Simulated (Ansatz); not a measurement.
# HSE06/STO-3G run of CHF3 (trifluoromethane)

Aim: the electronic atomisation energy of CHF3 (trifluoromethane) at HSE06/STO-3G, from 4 runs. 

Program for the calculation: Ansatz 0.2.0.

40 further runs of the same task are left out: 6 that didn't finish, 34 set aside as unsound or not needed.

### 1 The structure to begin with

The species is CHF3 (5 atoms), meant as a singlet with charge 0. SMILES: `FC(F)F`. The shape is that of a PBE0-D4/def2-TZVP optimisation.

Bond lengths: F1–C2 1.331 Å, C2–F3 1.331 Å, C2–F4 1.331 Å, C2–H5 1.093 Å. Angles: F1–C2–F3 108.5°, F1–C2–F4 108.5°, F3–C2–F4 108.5°, F1–C2–H5 110.4°, F3–C2–H5 110.4°, F4–C2–H5 110.4°.

### 2 The energy at HSE06/STO-3G

input.yaml

```yaml
crystal:
  periodic: [false, false, false]
  atoms:
    - {symbol: F, position_ang: [-0.668650, -0.329700, 1.079190]}
    - {symbol: C, position_ang: [0.019500, 0.056360, 0.006820]}
    - {symbol: F, position_ang: [1.047350, -0.773770, -0.157470]}
    - {symbol: F, position_ang: [-0.772570, -0.035090, -1.059420]}
    - {symbol: H, position_ang: [0.374370, 1.082210, 0.130870]}
basis:
  gaussian:
    orbitals: STO-3G
hamiltonian:
  xc: hse06
accuracy: high
```

Run with:

```bash
$ ansatz run input.yaml --threads 1 --pin off --max-ram 3480MiB --events-out events.jsonl --progress --plain --runs-dir runs
```

The program printed:

```text
Warning: RAYON_NUM_THREADS=1 ignored (pool sized by the plan → 1); use --threads N
Functional definition: HSE06
  name "HSE06"
  parameter a = 0.25
  parameter omega = 0.11/bohr
  exchange = pbe_x - a*pbe_x_sr(omega) + a*exact_x_sr(omega)
  correlation = pbe_c
392 factors; integrals over basis functions are off by at most 4.6e-8 eV
46 factors; integrals over basis functions are off by at most 7.9e-10 eV
mean field evaluation 1: about -9062.0394 eV, gradient 2.7e1 eV
mean field evaluation 2: about -9062.2643 eV, gradient 2.7e1 eV
mean field evaluation 4: about -9064.1790 eV, gradient 2.7e-1 eV
mean field evaluation 8: about -9064.1989 eV, gradient 4.9e-4 eV
mean field evaluation 16: about -9064.1989 eV, gradient 1.8e-8 eV
mean field -9064.19888832 eV, -333.1031652111 hartree, gradient 1.7e-8 eV, S^2 0.000000; 0 other end points of the search recorded, 0 dependent functions left out
reference -9064.19888939 eV, -333.1031652504 hartree; 17, 17 occupied and 4, 4 virtual orbitals, 392 factors
Total energy: -9064.19888939 eV, -333.1031652504 hartree
```

Run time: 1.2 s. Hardware: 1 thread of Arm Neoverse V2, shared host; peak memory 0.097 GiB.

### 3 The C atom, same level

in.yaml

```yaml
crystal:
  periodic: [false, false, false]
  atoms:
    - {symbol: C, position_ang: [0.000000, 0.000000, 0.000000]}
basis:
  gaussian: {orbitals: STO-3G}
magnetization: {spin_polarized: true, initial_magnetization: 2}
hamiltonian: {xc: {name: HSE06}}
accuracy: high
```

Run the same way, it converges to -37.30100 Eh (log not shown).

### 4 The F atom, same level

input.yaml

```yaml
basis:
  gaussian: {orbitals: STO-3G}
crystal:
  periodic: [false, false, false]
  atoms:
    - {symbol: F, position_ang: [0.000000, 0.000000, 0.000000]}
magnetization: {spin_polarized: true, initial_magnetization: 1}
hamiltonian: {xc: {name: HSE06}}
accuracy: high
```

Run the same way, it converges to -98.19947 Eh (log not shown).

### 5 The H atom

job.yaml

```yaml
crystal:
  periodic: [false, false, false]
  atoms:
    - {symbol: H, position_ang: [0.000000, 0.000000, 0.000000]}
basis:
  gaussian:
    orbitals: STO-3G
magnetization:
  spin_polarized: true
  initial_magnetization: 1
hamiltonian:
  xc: hse06
accuracy: high
```

Run with:

```bash
$ ansatz run job.yaml --threads 1 --pin off --max-ram 3480MiB --events-out events.jsonl --progress --plain --runs-dir runs
```

The program printed, shortened:

```text
Warning: RAYON_NUM_THREADS=1 ignored (pool sized by the plan → 1); use --threads N
[... 6 set-up lines as earlier in the session ...]
1 factors; integrals over basis functions are off by at most 4.6e-10 eV
1 factors; integrals over basis functions are off by at most 1.8e-10 eV
mean field evaluation 1: about -12.6861 eV, gradient 0.0e0 eV
mean field evaluation 2: about -12.6860 eV, gradient 0.0e0 eV
mean field -12.68600353 eV, -0.4662020310 hartree, gradient 0.0e0 eV, S^2 0.750000; 0 other end points of the search recorded, 0 dependent functions left out
reference -12.68600463 eV, -0.4662020713 hartree; 1, 0 occupied and 0, 1 virtual orbitals, 1 factors
Total energy: -12.68600463 eV, -0.4662020713 hartree
```

Wall time 0.12 s (1 thread of Arm Neoverse V2, shared host).

### 6 Summary of results

Level: HSE06/STO-3G.

| quantity | value |
| --- | --- |
| molecule: total energy | -333.10317 Eh |
| C atom: total energy | -37.30100 Eh |
| C atom: ⟨S²⟩ | 2.000 |
| F atom: total energy | -98.19947 Eh |
| F atom: ⟨S²⟩ | 0.750 |
| H atom: total energy | -0.46620 Eh |
| H atom: ⟨S²⟩ | 0.750 |
| electronic atomisation energy | 20.069 eV |

In words: Taking the molecule apart into free atoms costs 20.07 eV (1936 kJ/mol), before zero-point energy and without spin-orbit coupling. In a minimal basis such a difference can be off by several eV, whatever the method.
